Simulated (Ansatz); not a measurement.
# In in Ansatz: projected density of states with PBE

Aim: the projected density of states of In with PBE.

All numbers are computed with Ansatz 0.2.0; they aren't measurements. Logs are shortened: lines on timing, memory, paths and dates and some standing lists are left out, and cuts for length are marked.

## Step 1: The undisturbed slab

The cell holds a slab with vacuum, 4 atoms: a = 3.335 Å, b = 3.335 Å, c = 23.264 Å, α = 90.00°, β = 90.00°, γ = 120.00°.

The slab is cut from a database's or a generator's crystal, which needn't be the stable form of the element.

## Step 2: Projected density of states, PBE (the (0 0 1) slab of In, cut from the database cell, not relaxed)

Input file input.yaml:

```yaml
crystal:
  lattice:
    - [3.335484782, 0.0, 0.0]
    - [-1.667742391, 2.8886145552, 0.0]
    - [0.0, 0.0, 23.26371438]
  atoms:
    - { symbol: In, position: [0.66666667, 0.33333334, 0.322390478] }
    - { symbol: In, position: [0.33333333, 0.66666666, 0.440796826] }
    - { symbol: In, position: [0.66666667, 0.33333334, 0.559203174] }
    - { symbol: In, position: [0.33333333, 0.66666666, 0.677609522] }
kpoints:
  mp_grid: { grid: [9, 9, 1] }
  band_path:
    path:
      - [0.0, 0.0, 0.0]
      - [0.5, 0.0, 0.0]
      - [0.3333333333, 0.3333333333, 0.0]
      - [0.0, 0.0, 0.0]
      - [0.0, 0.0, 0.5]
      - [0.5, 0.0, 0.5]
      - [0.3333333333, 0.3333333333, 0.5]
      - [0.0, 0.0, 0.5]
    npoints: 10
scf:
  occupations: { method: fermi_dirac, width: 0.05 }
hamiltonian:
  xc: pbe
  pseudopotentials: { kind: all_electron, lapw: { basis_error: 0.002 } }
output:
  forces: true
  stress: true
  eigenvalues: true
  fatbands: false
  dos: { projected: true, de: 0.2, e_range: [-14, 8] }
  populations: true
```

Potentials or basis: all-electron LAPW, scalar-relativistic.

Launch:

```console
ansatz run input.yaml --threads 4 --pin off --max-ram 14336MiB --backend cpu --events-out ev --progress --plain --runs-dir out
```

The program printed:

```text
Warning: RAYON_NUM_THREADS=4 ignored (pool sized by the plan → 4); use --threads N
In: projections on atomic orbitals take those of the free atom 1s2 2s2 2p6 3s2 3p6 3d10 4s2 4p6 4d10 5s2 5p1, of charge +0.00 (hamiltonian.pseudopotentials.projection_atoms)
LAPW: plane waves up to 6.361 Å⁻¹, error target 2.0e-3 eV per atom; small_component_spin mean_spin; In in spheres of 1.668 Å, 21 of its electrons in bands, Dirac shells [] (how accurate: hamiltonian.pseudopotentials.lapw.basis_error, Limitations)
Engine: ansatz 0.2.0, x86_64-unknown-linux-gnu
Pseudopotentials: kind: all_electron
Pseudopotential: In, LAPW, valence charge 21, lapw/all_electron/scalar/gaussian/In, Koelling and Harmon's equation, gaussian nucleus
Functional definition: PBE
  parameter kappa = 0.804
  parameter beta = 0.06672455060314922
  exchange = pbe_x(kappa = kappa, mu = beta*pi^2/3)
  correlation = pbe_c(beta = beta)
Crystal: 4 atoms, lattice volume = 224.144 Å³
Basis set: ecut = 154.1706086340307 eV, 1001 PW (Γ), exchange–correlation at level 2
Bands: 51, of which v1, the nominal top of the filled ones, is band 42 counted from 1 (41 counted from 0)
Symmetry: 12 space group operations
Space group: P-3m1 (ITA 164), of the structure as read, at distance tolerance 6.1e-5 Å
k-points: 12 of 81
Non-local potential: In, projectors of the file, none
Initial density: superposition of atomic densities (neutral atoms: chi_scale 0, normalization atom)
Initial wavefunctions: plane waves of lowest kinetic energy (no species holds an atomic orbital)
Functional: x = pbe(κ = 0.804, μ = 0.2195149727645171), c = pbe(β = 0.06672455060314922)
iter 1 solved again at ethr=1.49e-3 eV; its pass at ethr=1.00e-1 eV (dr2=1.25e0 eV) is discarded
SCF iter   1: F=—  HF=-640183.731222 eV  |F-HF|=—  |Δ(HF+E_count)|=         —  Δρ=5.70e-3  dr2=1.25e0  ethr=1.49e-3  ⟨swp⟩=2.2  Hψ=4057  notcnv=0
preconditioner: auto → LDOS  [metal: Δε(μ)=0.047 eV  Ē_g=15.437 eV  σ=0.050 eV  W_gap=0.22  n_scr=46 (ndim 8)  ℏωp=17.9 eV  f_vac=0.489  D(μ)=1.77/eV (n_scr^D=8)  β→1.0]
SCF iter   2: F=—  HF=-640183.785523 eV  |F-HF|=—  |Δ(HF+E_count)|=   5.43e-2  Δρ=7.04e-3  dr2=1.67e0  ethr=1.48e-3  ⟨swp⟩=3.2  Hψ=2121  notcnv=0
iter 3 solved again at ethr=1.20e-5 eV; its pass at ethr=1.48e-3 eV (dr2=1.01e-2 eV) is discarded
SCF iter   3: F=—  HF=-640183.516748 eV  |F-HF|=—  |Δ(HF+E_count)|=   2.69e-1  Δρ=9.21e-4  dr2=9.93e-3  ethr=1.20e-5  ⟨swp⟩=2.3  Hψ=3232  notcnv=0
SCF iter   4: F=—  HF=-640183.515990 eV  |F-HF|=—  |Δ(HF+E_count)|=   7.58e-4  Δρ=5.19e-4  dr2=1.73e-3  ethr=1.18e-5  ⟨swp⟩=2.0  Hψ=1881  notcnv=0
SCF iter   5: F=—  HF=-640183.515359 eV  |F-HF|=—  |Δ(HF+E_count)|=   6.31e-4  Δρ=2.06e-4  dr2=2.93e-4  ethr=2.06e-6  ⟨swp⟩=2.0  Hψ=1881  notcnv=0
SCF iter   6: F=—  HF=-640183.515386 eV  |F-HF|=—  |Δ(HF+E_count)|=   2.78e-5  Δρ=4.98e-5  dr2=1.75e-5  ethr=3.49e-7  ⟨swp⟩=2.2  Hψ=1885  notcnv=0
SCF iter   7: F=—  HF=-640183.515390 eV  |F-HF|=—  |Δ(HF+E_count)|=   3.99e-6  Δρ=1.42e-5  dr2=2.67e-6  ethr=2.08e-8  ⟨swp⟩=3.0  Hψ=1926  notcnv=0
SCF iter   8: F=—  HF=-640183.515390 eV  |F-HF|=—  |Δ(HF+E_count)|=   6.60e-7  Δρ=5.94e-6  dr2=1.82e-7  ethr=3.18e-9  ⟨swp⟩=3.0  Hψ=1909  notcnv=0
SCF iter   9: F=-640183.515390 eV  HF=-640183.515390 eV  |F-HF|=8.50e-9  |Δ(HF+E_count)|=   1.43e-7  Δρ=1.44e-6  dr2=1.59e-8  ethr=2.17e-10  ⟨swp⟩=3.0  Hψ=1962  notcnv=0
SCF 1 converged in 9 iterations: F = -640183.515390 eV  dr2 = 1.59e-8
NSCF: frozen V_eff on 71 k-points
SCF converged after 9 iterations
Free energy (F): -640183.515390 eV
Harris-Foulkes:  -640183.515390 eV  (|F-HF|=8.50e-9)
Internal energy: -640183.499330 eV  (E = F + TS)
E sigma→0 (E₀):  -640183.507360 eV
Entropy (-TS):   -0.016060 eV (-4.015 meV/atom)
Fermi energy:    4.376822 eV
--- Per-component energies (eV) ---
  E_band       = -2959.450502
  E_kinetic    = 671948.884220
  E_xc         = -17410.223314
  E_electrostatic = -1294722.160236  (all electrons and nuclei)
  E_smearing   = -0.016060  (= −TS)
  E_closure    = 0.000000  (closes the sum)
  E_atoms      = -640173.704646  (free atoms, spherical and without spin; not in F)
  Σ components = -640183.515390   (vs F -640183.515390, Δ=0.00e0)
  Basis errors (estimates in eV, not in F): energy 5.6e-4 per atom: plane waves 5.3e-4 (3.0e-4 summed), levels above the bands 1.2e-49, relativity 8.8e-8, radial functions 2.9e-5, core shells 6.2e-10; eigenvalues (radial functions only) 5.2e-6; not estimated: angular momenta, meshes, grids; target (lapw.basis_error) 2.0e-3; muffin-tin radii In 1.668 Å
--- Forces (eV/Å), atoms counted from 1 ---
  atom   1  In    -0.00000000    -0.00000000    -0.11173811
  atom   2  In     0.00000000     0.00000000     0.09619536
  atom   3  In    -0.00000000    -0.00000000    -0.09619536
  atom   4  In     0.00000000     0.00000000     0.11173811
  max |Σ_I F_I| component: 2.60e-18 eV/Å
--- Stress (GPa, compression-positive) ---
        0.041435       0.000000      -0.000000
        0.000000       0.041435      -0.000000
       -0.000000      -0.000000       0.474328
  P = ⅓ Tr σ = 0.1857 GPa (1.857 kbar)
--- Band table (eV; the first three rows and the last of 12) ---
  k-point 0: bands = ["-111.1351", "-111.1351", "-111.1211", "-111.1209", "-69.6367", "-69.6367", "-69.6008", "-69.6008", "-69.6007", "-69.6007", "-69.5999", "-69.5999", "-69.5994", "-69.5994", "-69.5989", "-69.5956", "-10.3567", "-10.3475", "-10.3244", "-10.3065", "-10.2821", "-10.2821", "-10.2748", "-10.2748", "-10.2536", "-10.2536", "-10.2485", "-10.2485", "-10.1550", "-10.1550", "-10.1096", "-10.1096", "-10.0561", "-10.0561", "-10.0135", "-10.0135", "-4.8681", "-4.0876", "-2.7767", "-1.1206", "1.8481", "4.1325", "6.5115", "7.8457", "8.0765", "9.6724", "9.9412", "12.2549", "12.7253", "12.9383", "12.9383"]
  k-point 1: bands = ["-111.1351", "-111.1351", "-111.1211", "-111.1209", "-69.6366", "-69.6366", "-69.6014", "-69.6014", "-69.6009", "-69.6009", "-69.6006", "-69.6001", "-69.6001", "-69.5996", "-69.5987", "-69.5956", "-10.3467", "-10.3371", "-10.3152", "-10.3017", "-10.2790", "-10.2775", "-10.2544", "-10.2518", "-10.2451", "-10.2431", "-10.2215", "-10.2191", "-10.1708", "-10.1613", "-10.1230", "-10.1132", "-10.0737", "-10.0567", "-10.0373", "-10.0108", "-4.6275", "-3.8465", "-2.5401", "-0.9007", "2.1108", "4.3633", "6.7244", "8.0650", "8.2959", "9.8860", "10.1455", "10.5253", "11.2447", "11.8540", "12.3004"]
  k-point 2: bands = ["-111.1350", "-111.1350", "-111.1210", "-111.1208", "-69.6365", "-69.6365", "-69.6031", "-69.6031", "-69.6023", "-69.6018", "-69.6014", "-69.6014", "-69.6006", "-69.6000", "-69.5983", "-69.5957", "-10.3806", "-10.3573", "-10.3240", "-10.2887", "-10.2819", "-10.2627", "-10.2479", "-10.2117", "-10.2080", "-10.1906", "-10.1893", "-10.1577", "-10.1392", "-10.1305", "-10.1218", "-10.1048", "-10.0910", "-10.0788", "-10.0554", "-10.0059", "-3.8984", "-3.1183", "-1.8264", "-0.2321", "2.8766", "5.0271", "7.1824", "7.2998", "7.9740", "8.7078", "8.9493", "9.1539", "10.4254", "10.4281", "10.6136"]
  k-point 11: bands = ["-111.1348", "-111.1348", "-111.1207", "-111.1207", "-69.6361", "-69.6361", "-69.6049", "-69.6048", "-69.6048", "-69.6048", "-69.6039", "-69.6038", "-69.6038", "-69.6032", "-69.5966", "-69.5966", "-10.3703", "-10.3185", "-10.3185", "-10.2816", "-10.2603", "-10.2603", "-10.1899", "-10.1899", "-10.1788", "-10.1517", "-10.1465", "-10.1405", "-10.1405", "-10.1201", "-10.1113", "-10.0602", "-10.0602", "-10.0504", "-10.0053", "-10.0053", "1.2483", "1.2483", "1.8627", "1.8627", "2.8215", "3.5843", "3.6961", "3.6961", "4.7351", "5.2394", "5.2394", "5.9604", "7.7683", "7.7683", "9.8996"]
--- Löwdin populations: 4 sites ---
  site symbol       q [e]
     0     In     48.9661
     1     In     48.9977
     2     In     48.9977
     3     In     48.9661
  spilling = 0.000370 (of n_electrons = 196.000000)
```

It took 10 s on 4 threads of AMD EPYC 7B13 (Zen 3), shared host; peak memory 0.49 GiB.

Results:

| Item | Value |
| --- | --- |
| Free energy | -640183.5154 eV |
| Largest force | 0.112 eV/Å |
| Band gap along the path | none (metal or under the smearing width) |
| Work function | 3.75 eV |

Forces in eV/Å, atoms in the order of the input:
```
In   0.000  0.000 -0.112
In   0.000  0.000  0.096
In   0.000  0.000 -0.096
In   0.000  0.000  0.112
```

Levels at the corners of the path, in eV from the Fermi level:
| point | band 38 | band 39 | band 40 | band 41 | band 42 | band 43 | band 44 | band 45 | band 46 | band 47 |
| --- | --- | --- | --- | --- | --- | --- | --- | --- | --- | --- |
| Γ | -8.46 | -7.15 | -5.50 | -2.53 | -0.24 | 2.13 | 3.47 | 3.70 | 5.30 | 5.56 |
| M | -3.90 | -3.88 | -3.21 | -2.45 | -1.83 | -0.91 | -0.45 | 1.70 | 3.21 | 4.06 |
| K | -3.13 | -2.51 | -2.51 | -1.56 | -0.79 | -0.68 | -0.68 | 0.36 | 0.86 | 0.86 |
| Γ | -8.46 | -7.15 | -5.50 | -2.53 | -0.24 | 2.13 | 3.47 | 3.70 | 5.30 | 5.56 |
| A | -8.46 | -7.15 | -5.50 | -2.53 | -0.24 | 2.14 | 3.27 | 4.20 | 4.53 | 6.67 |
| L | -3.90 | -3.88 | -3.21 | -2.45 | -1.83 | -0.91 | -0.45 | 1.70 | 3.21 | 4.06 |
| H | -3.13 | -2.51 | -2.51 | -1.56 | -0.79 | -0.68 | -0.68 | 0.36 | 0.86 | 0.86 |
| A | -8.46 | -7.15 | -5.50 | -2.53 | -0.24 | 2.14 | 3.27 | 4.20 | 4.53 | 6.67 |

States per cell in windows of 0.5 eV (zero at the Fermi level; states under -8 eV left out):
| from (eV) | total | In1 5p | In4 5p | In2 5p | In3 5p | In1 5s | In4 5s |
| --- | --- | --- | --- | --- | --- | --- | --- |
| -8.0 | 0.37 | 0.03 | 0.03 | 0.06 | 0.06 | 0.04 | 0.04 |
| -7.5 | 0.40 | 0.04 | 0.04 | 0.06 | 0.06 | 0.05 | 0.05 |
| -7.0 | 0.55 | 0.05 | 0.05 | 0.08 | 0.08 | 0.08 | 0.08 |
| -6.5 | 0.56 | 0.06 | 0.06 | 0.08 | 0.08 | 0.08 | 0.08 |
| -6.0 | 0.57 | 0.06 | 0.06 | 0.08 | 0.08 | 0.08 | 0.08 |
| -5.5 | 0.80 | 0.08 | 0.08 | 0.08 | 0.08 | 0.12 | 0.12 |
| -5.0 | 0.88 | 0.09 | 0.09 | 0.09 | 0.09 | 0.13 | 0.13 |
| -4.5 | 0.72 | 0.08 | 0.08 | 0.07 | 0.07 | 0.12 | 0.12 |
| -4.0 | 0.88 | 0.08 | 0.08 | 0.08 | 0.08 | 0.16 | 0.16 |
| -3.5 | 0.63 | 0.05 | 0.05 | 0.05 | 0.05 | 0.11 | 0.11 |
| -3.0 | 1.05 | 0.06 | 0.06 | 0.08 | 0.08 | 0.18 | 0.18 |
| -2.5 | 0.32 | 0.07 | 0.07 | 0.06 | 0.06 | 0.02 | 0.02 |
| -2.0 | 0.63 | 0.12 | 0.12 | 0.13 | 0.13 | 0.03 | 0.03 |
| -1.5 | 0.99 | 0.18 | 0.18 | 0.21 | 0.21 | 0.05 | 0.05 |
| -1.0 | 1.10 | 0.20 | 0.20 | 0.21 | 0.21 | 0.06 | 0.06 |
| -0.5 | 1.02 | 0.21 | 0.21 | 0.16 | 0.16 | 0.06 | 0.06 |
| 0.0 | 1.14 | 0.25 | 0.25 | 0.17 | 0.17 | 0.05 | 0.05 |
| 0.5 | 1.13 | 0.27 | 0.27 | 0.16 | 0.16 | 0.04 | 0.04 |
| 1.0 | 1.06 | 0.23 | 0.23 | 0.18 | 0.18 | 0.05 | 0.05 |
| 1.5 | 1.20 | 0.26 | 0.26 | 0.21 | 0.21 | 0.05 | 0.05 |
| 2.0 | 1.14 | 0.27 | 0.27 | 0.18 | 0.18 | 0.04 | 0.04 |
| 2.5 | 1.36 | 0.32 | 0.32 | 0.21 | 0.21 | 0.04 | 0.04 |
| 3.0 | 1.38 | 0.30 | 0.30 | 0.22 | 0.22 | 0.04 | 0.04 |
| 3.5 | 1.94 | 0.32 | 0.32 | 0.31 | 0.31 | 0.04 | 0.04 |
| 4.0 | 1.44 | 0.24 | 0.24 | 0.25 | 0.25 | 0.02 | 0.02 |
| 4.5 | 1.98 | 0.30 | 0.30 | 0.36 | 0.36 | 0.04 | 0.04 |
| 5.0 | 1.93 | 0.22 | 0.22 | 0.27 | 0.27 | 0.03 | 0.03 |
| 5.5 | 1.15 | 0.12 | 0.12 | 0.15 | 0.15 | 0.02 | 0.02 |
| 6.0 | 0.48 | 0.05 | 0.05 | 0.06 | 0.06 | 0.01 | 0.01 |
| 6.5 | 0.24 | 0.03 | 0.03 | 0.04 | 0.04 | 0.01 | 0.01 |
| 7.0 | 0.17 | 0.02 | 0.02 | 0.03 | 0.03 | 0.00 | 0.00 |
| 7.5 | 0.13 | 0.02 | 0.02 | 0.02 | 0.02 | 0.00 | 0.00 |

Caveat: spin-orbit coupling is left out, which moves the levels of the heavy elements; the density of states is complete only up to the lowest level of the last band computed.
